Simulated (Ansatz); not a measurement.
**How far is PAW off for Mg?**

```xyz
2
Lattice="3.2093 0.0321 0.0321 -1.5768 2.7633 0.0117 0.0521 0.0521 5.2103" Properties=species:S:1:pos:R:3 pbc="T T T"
Mg    0.0316    1.8659    1.3211
Mg    1.6530    0.9816    3.9331
```

Atoms are numbered in the order listed.

The conventional cell has a = 3.182 Å, b = 3.210 Å, c = 5.211 Å, α = 91.15°, β = 90.43°, γ = 119.13°. Mg (atom 1) has 12 Mg at 3.16 to 3.25 Å as nearest neighbours.

The cell is COD entry 9008506, as deposited and not checked against the literature; nothing was relaxed. The listed cell was then made from it by scaling, straining or moving an atom.

All numbers are computed: DFT, PBE, PAW with Ansatz's default frozen-core files, scalar-relativistic (Ansatz 0.2.0); DFT, PBE, all-electron LAPW, scalar-relativistic (Ansatz 0.2.0).

For PAW: a Γ-centred 12×12×7 k mesh, Fermi–Dirac smearing of 0.08 eV, cutoff 420 eV, no spin polarisation. LAPW targets a basis error of 0.5 meV/atom. The Ansatz runs share mesh, smearing and spin set-up. Plane-wave (PAW) pressures include the program's estimate of the Pulay term.

Stress and pressure are positive in compression.

The change that made this cell: equal xy, yz and zx engineering shear strains of +2 %.

PAW results:

| quantity | PAW |
| --- | --- |
| pressure (GPa) | -0.41 |
| stress xx (GPa) | -0.20 |
| stress yy (GPa) | -0.17 |
| stress zz (GPa) | -0.85 |
| stress yz (GPa) | -0.35 |
| stress xz (GPa) | -0.37 |
| stress xy (GPa) | -0.32 |
| force on Mg1, x (eV/Å) | -0.011 |

Task: What does full-potential LAPW give for the same quantities?

Result: 
```
              quantity    LAPW
        pressure (GPa)   -0.43
       stress xx (GPa)   -0.22
       stress yy (GPa)   -0.19
       stress zz (GPa)   -0.87
       stress yz (GPa)   -0.35
       stress xz (GPa)   -0.37
       stress xy (GPa)   -0.32
force on Mg1, x (eV/Å)  -0.011
```
